## Density or bonding: ranking the structures of tin

Binding an atom into solid tin yields roughly 3 eV, a rough recalled figure. Choosing one crystal structure over another changes that energy by tens of meV, a few hundredths of the whole. The thermal energy $k_\mathrm{B}T$ at room temperature is about 25 meV, so the choice is delicate enough for warmth to matter. The question here is what decides it: how tightly the atoms are packed, or how they are bonded.

Crystal structures of tin (Sn), computed with Ansatz 0.2.0 using scalar-relativistic plane-wave PAW DFT, the PBE functional, a 420 eV cutoff and 0.1 eV Gaussian smearing. Cell and atoms are relaxed at zero pressure within the starting symmetry. Energies are relative to the lowest structure computed and exclude zero-point motion.

```
   found from  space group number  atoms in cell  volume per atom (Å³)  over lowest (meV/atom)
database cell                 227              2                 36.90                       ?
      Si type                 194              4                 36.75                       ?
database cell                 141              2                 28.41                       ?
database cell                 139              1                 27.93                    60.0
database cell                 139              1                 27.84                    62.0
      La type                 194              4                 27.87                    63.0
 changed type                 139              1                 27.78                    64.0
      Sm type                 166              3                 27.88                    64.0
 changed type                 167              6                 28.25                    64.0
      Ca type                 221              1                 29.44                    71.0
      Ti type                 191              3                 27.80                    74.0
database cell                 229              1                 27.79                    74.0
 changed type                 166              1                 29.37                    76.0
 changed type                  69              2                 28.57                    79.0
 changed type                 194              4                 30.39                    85.0
     Si sites                 206              8                 33.35                    85.0
 changed type                  63              2                 28.49                    90.0
 random start                   2              5                 29.97                    99.0
 changed type                 139              2                 32.01                   104.0
      Ga type                  64              4                 32.01                   110.0
       W type                 223              8                 28.50                   125.0
```

The column "over lowest" is the energy per atom above the lowest structure computed, from density-functional theory with the PBE functional. Three results are withheld. The database cell with space group 227 is diamond-type tin, the grey α form. The "Si type" cell with group 194 is hexagonal diamond, and the database cell with group 141 is β-tin, the familiar white metal.

### What density alone predicts

Among the known rows, roomier structures tend to cost more energy. The scatter is wide, however: the W type is only slightly roomier than the densest structures, yet it is the highest of all at 125 meV/atom. At the low end, six rows lie within 4 meV/atom of each other, which is the numerical tolerance for metals, so their order has no meaning. The three one-atom cells of group 139 among them may even be one structure found more than once, which would give it extra weight in any fit. Relaxation kept each structure's symmetry, and a few rows, such as body-centred cubic (group 229), may be saddle points that would distort if allowed.

A straight line through the 18 known rows puts the trend into numbers. With $E$ the energy over the lowest in meV/atom and $V$ the volume per atom in Å³, it reads $E \approx 6.0\,V - 94$. For diamond-type tin this gives $6.0 \times 36.9 - 94 \approx 127$ meV/atom, and hexagonal diamond comes out nearly the same. For β-tin the line gives 76 meV/atom.

There are two reasons to distrust the line. Both diamond networks are roomier than any structure it was fitted to, and volume carries no information about the directions of bonds. The "Si sites" row suggests that four neighbours alone do not ensure a low energy. Its space group and atom count match BC8, a network in which each atom has four neighbours at distorted angles, and it lies 22 meV/atom above the close-packed La type.

### What bonding predicts

A tin atom has four valence electrons. With four neighbours at the corners of a regular tetrahedron, its s and p orbitals combine into four equal bonds, and there are just enough electrons to fill the bonding states. Bending the angles weakens this match, so a count of four neighbours is not enough. Tin's known change to the grey form in the cold also speaks for the regular network. No known row sits at zero, so the zero belongs to a withheld row or to a structure outside the table. The forecast for diamond-type tin is therefore **0 meV/atom, range 0 to 10**.

Hexagonal diamond keeps the four neighbours and the tetrahedral angles but stacks the layers differently. Seen along one bond in four, the bonds at its two ends line up instead of being staggered. Such a change leaves the nearest neighbours alone and should cost little. Germanium, the element above tin, suggests the size, again as a rough recalled figure: **15 meV/atom, range 5 to 25**.

For β-tin, the estimate can start from the heat absorbed when grey tin turns white, roughly 2 kJ/mol as recalled. Near room temperature the atoms of both forms hold almost the same vibrational energy, so this heat is close to the difference between the two crystals at rest. One kJ/mol is slightly more than 10 meV/atom, which makes the heat about 21 meV/atom.

PBE, however, favours open networks over denser phases more than the simpler local-density approximation does. The forecast assumes that in tin this leaning goes too far. A rough allowance of 20 meV/atom for it brings the forecast to $21 + 20 = 41$, that is **41 meV/atom, range 20 to 60**. The table offers some help as well: its known rows stand in rising order, which hints that the three withheld results lie at or below 60 and in the order forecast.

### The computed values

The withheld rows as computed:

```
   found from  space group number  atoms in cell  volume per atom (Å³)  over lowest (meV/atom)
database cell                 227              2                 36.90                     0.0
      Si type                 194              4                 36.75                    16.0
database cell                 141              2                 28.41                    44.0
```

All three results fall within their ranges. Diamond-type tin is the zero of the scale, as forecast. Hexagonal diamond lies 1 meV/atom above its forecast and β-tin about 3 above, both differences far smaller than the ranges allowed. The three hits carry different weight. The first was nearly settled by the absence of a zero among the known rows, and the row order had already hinted that the other two would not exceed 60 meV/atom.

Density alone fails badly where the bonding is most regular. The line places diamond-type tin 127 meV/atom too high and hexagonal diamond 110 too high. For β-tin, whose volume is typical of the known dense structures, it is too high by 32, a smaller miss but still about twice the line's typical scatter of 15. The trend among the known rows thus breaks down once the atoms form a regular tetrahedral network.

The three fourfold networks show what the bonds seem to require. Restacking the layers costs 16 meV/atom, while the distorted BC8-like network costs 85, about five times as much. If the BC8-like row kept its four close neighbours on relaxing, which was inferred from its space group and atom count and not checked in its bond lengths, the neighbour count cannot account for the difference. Bond angles are the natural explanation, though no charges or electronic states of the BC8-like network were examined to test it.

β-tin is a compromise. Each atom keeps four close neighbours and gains two more slightly farther away, in a much denser crystal. The computed bands show what is lost: the bands that the valence electrons could just fill overlap the next ones by only about 0.2 eV in diamond-type tin, but by nearly 4 eV in β-tin. In energy it lies 44 meV/atom above diamond-type tin but only 16 below the best of the known structures, so it stands nearer to the dense metals than to the grey form.

### From the ranking to real tin

The computed step from grey to white tin is about twice the rough measured heat. The leaning of PBE is a likely reason, but the calculation also omits spin-orbit coupling, so the functional need not carry all the blame. Zero-point motion is an unlikely culprit, because the vibrational energies of the two forms nearly cancel in the measured heat. The hit for β-tin supports the size of the allowance and leaves its origin open.

The ranking holds for crystals at rest at zero temperature. White tin vibrates more softly and so has the higher entropy, which makes it the stable form above about 13 °C. With the real entropy difference, a step twice too large would roughly double the transition temperature in kelvin, so these energies alone cannot locate the transition. The volumes do show why the change ruins a part: diamond-type tin takes up about 30% more room than β-tin, and the metal crumbles as it turns grey.

The same reasoning orders the neighbouring elements. In silicon and germanium the tetrahedral bonds are stronger, and it takes high pressure to force them into the β-tin structure. In lead, the s electrons are held too tightly to join in such bonds, and a close-packed metal wins. Tin stands between them, which is why a modest change of temperature can tip the balance. The output that follows gives the fitted line and each forecast beside its computed value.

Numerical output:

```
Known rows within 4 meV/atom of the lowest known row (count): 6
Correlation of energy with volume, known rows: 0.5493
BC8-like row less La type (meV/atom): 22
Diamond-type volume beyond the largest known volume (A^3/atom): 3.55
Diamond-type volume over beta-type volume, excess (percent): 29.88
fit of result_over_lowest on 18 rows: constant -93.9 +/- 66, coefficient of candidate_volume_per_atom 5.977 +/- 2.3; rms 15.2, worst W type -48.6, leave-one-out rms 17.6
  rows outside the fit (model, value, miss): database cell 126.6, 0, 127; Si type 125.7, 16, 110; database cell 75.9, 44, 31.9
Rough recalled heat of the alpha to beta change (meV/atom): 20.73
Forecast diamond type, range 0 to 10 (meV/atom): 0
Forecast hexagonal diamond, range 5 to 25 (meV/atom): 15
Forecast beta type, range 20 to 60 (meV/atom): 40.73
Computed diamond type (meV/atom): 0
Computed hexagonal diamond (meV/atom): 16
Computed beta type (meV/atom): 44
Miss diamond type, forecast less computed (meV/atom): 0
Miss hexagonal diamond, forecast less computed (meV/atom): -1
Miss beta type, forecast less computed (meV/atom): -3.271
BC8-like row less diamond type (meV/atom): 85
Beta type less diamond type (meV/atom): 44
Lowest known row less beta type (meV/atom): 16
```
